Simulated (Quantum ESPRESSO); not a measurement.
Input of a Quantum ESPRESSO 7.5 run:

File pw.in:

```
&CONTROL
  calculation = 'scf'
  prefix = 'pwscf'
  outdir = './tmp'
  pseudo_dir = './pseudo'
  tprnfor = .true.
  tstress = .true.
  disk_io = 'low'
/
&SYSTEM
  ibrav = 0
  nat = 3
  ntyp = 2
  ecutwfc = 66
  nbnd = 19
  occupations = 'smearing'
  smearing = 'fd'
  degauss = 0.00367493
/
&ELECTRONS
  conv_thr = 6d-10
  electron_maxstep = 120
  mixing_beta = 0.5
/
ATOMIC_SPECIES
Zr    91.2240 Zr.upf
S     32.0600 S.upf
CELL_PARAMETERS angstrom
   3.6913825498    0.0000000000    0.0000000000
  -1.8456912749    3.1968310632    0.0000000000
   0.0000000000    0.0000000000    6.0410770100
ATOMIC_POSITIONS angstrom
Zr     0.0000000000    0.0000000000    0.0000000000
S     -0.0000000002    2.1312207089    1.4372324502
S      1.8456912751    1.0656103543    4.6038445598
K_POINTS automatic
8 8 5 0 0 0
```

bands.in

```
&CONTROL
  calculation = 'bands'
  prefix = 'pwscf'
  outdir = './tmp'
  pseudo_dir = './pseudo'
  disk_io = 'low'
  verbosity = 'high'
/
&SYSTEM
  ibrav = 0
  nat = 3
  ntyp = 2
  ecutwfc = 66
  nbnd = 19
  occupations = 'smearing'
  smearing = 'fd'
  degauss = 0.00367493
/
&ELECTRONS
  conv_thr = 1d-08
  electron_maxstep = 120
  mixing_beta = 0.5
  diago_full_acc = .true.
/
ATOMIC_SPECIES
Zr    91.2240 Zr.upf
S     32.0600 S.upf
CELL_PARAMETERS angstrom
   3.6913825498    0.0000000000    0.0000000000
  -1.8456912749    3.1968310632    0.0000000000
   0.0000000000    0.0000000000    6.0410770100
ATOMIC_POSITIONS angstrom
Zr     0.0000000000    0.0000000000    0.0000000000
S     -0.0000000002    2.1312207089    1.4372324502
S      1.8456912751    1.0656103543    4.6038445598
K_POINTS crystal
60
 0.0000000000  0.0000000000  0.0000000000 1
 0.0625000000  0.0000000000  0.0000000000 1
 0.1250000000  0.0000000000  0.0000000000 1
 0.1875000000  0.0000000000  0.0000000000 1
 0.2500000000  0.0000000000  0.0000000000 1
 0.3125000000  0.0000000000  0.0000000000 1
 0.3750000000  0.0000000000  0.0000000000 1
 0.4375000000  0.0000000000  0.0000000000 1
 0.5000000000  0.0000000000  0.0000000000 1
 0.4583333333  0.0833333333  0.0000000000 1
 0.4166666667  0.1666666667  0.0000000000 1
 0.3750000000  0.2500000000  0.0000000000 1
 0.3333333333  0.3333333333  0.0000000000 1
 0.2962962963  0.2962962963  0.0000000000 1
 0.2592592593  0.2592592593  0.0000000000 1
 0.2222222222  0.2222222222  0.0000000000 1
 0.1851851852  0.1851851852  0.0000000000 1
 0.1481481481  0.1481481481  0.0000000000 1
 0.1111111111  0.1111111111  0.0000000000 1
 0.0740740741  0.0740740741  0.0000000000 1
 0.0370370370  0.0370370370  0.0000000000 1
 0.0000000000  0.0000000000  0.0000000000 1
 0.0000000000  0.0000000000  0.1250000000 1
 0.0000000000  0.0000000000  0.2500000000 1
 0.0000000000  0.0000000000  0.3750000000 1
 0.0000000000  0.0000000000  0.5000000000 1
 0.0625000000  0.0000000000  0.5000000000 1
 0.1250000000  0.0000000000  0.5000000000 1
 0.1875000000  0.0000000000  0.5000000000 1
 0.2500000000  0.0000000000  0.5000000000 1
 0.3125000000  0.0000000000  0.5000000000 1
 0.3750000000  0.0000000000  0.5000000000 1
 0.4375000000  0.0000000000  0.5000000000 1
 0.5000000000  0.0000000000  0.5000000000 1
 0.4666666667  0.0666666667  0.5000000000 1
 0.4333333333  0.1333333333  0.5000000000 1
 0.4000000000  0.2000000000  0.5000000000 1
 0.3666666667  0.2666666667  0.5000000000 1
 0.3333333333  0.3333333333  0.5000000000 1
 0.3000000000  0.3000000000  0.5000000000 1
 0.2666666667  0.2666666667  0.5000000000 1
 0.2333333333  0.2333333333  0.5000000000 1
 0.2000000000  0.2000000000  0.5000000000 1
 0.1666666667  0.1666666667  0.5000000000 1
 0.1333333333  0.1333333333  0.5000000000 1
 0.1000000000  0.1000000000  0.5000000000 1
 0.0666666667  0.0666666667  0.5000000000 1
 0.0333333333  0.0333333333  0.5000000000 1
 0.0000000000  0.0000000000  0.5000000000 1
 0.5000000000  0.0000000000  0.5000000000 1
 0.5000000000  0.0000000000  0.3750000000 1
 0.5000000000  0.0000000000  0.2500000000 1
 0.5000000000  0.0000000000  0.1250000000 1
 0.5000000000  0.0000000000  0.0000000000 1
 0.3333333333  0.3333333333  0.0000000000 1
 0.3333333333  0.3333333333  0.1000000000 1
 0.3333333333  0.3333333333  0.2000000000 1
 0.3333333333  0.3333333333  0.3000000000 1
 0.3333333333  0.3333333333  0.4000000000 1
 0.3333333333  0.3333333333  0.5000000000 1
```

Potentials or basis: PseudoDojo 0.4.1 SR PBE standard.

Run with:

```bash
$ OMP_NUM_THREADS=1 pw.x -in pw.in > pw.out
$ OMP_NUM_THREADS=1 pw.x -in bands.in > bands.out
```

(1) Predict the band gap on the k mesh.

(2) What does it give for the largest force?

(3) Estimate the band gap along the path.

(4) Estimate the pressure.

Answers

(1) 1.05 eV, indirect (least direct gap 1.63 eV).

(2) 0.053 eV/Å.

(3) 1.03 eV, indirect (least direct gap 1.63 eV).

(4) 0.5 GPa.

Caveat: this functional lacks dispersion, which binds the layers, so the pressure and a relaxed spacing across them are unreliable.

**Experimental background.**

“Stress-Tuned Optical Transitions in Layered 1T-MX2 (M= Hf, Zr, Sn; X= S, Se) Crystals”, 2022, arxiv:2210.12074 quotes, for a bulk crystal of ZrS2: band gap 1.68 eV (indirect).

Against the measured gap of ZrS2, 1.68 eV (indirect; quoted in “Stress-Tuned Optical Transitions in Layered 1T-MX2 (M= Hf, Zr, Sn; X= S, Se) Crystals”, 2022, arxiv:2210.12074), the calculated 1.03 eV is off by -0.65 eV. Spin-orbit coupling on Zr is left out. The value is that of PBE, without temperature or zero-point motion. Semilocal functionals fall short of measured gaps as a rule. The cell is a database's relaxed one, not the measured one, which moves gaps too.
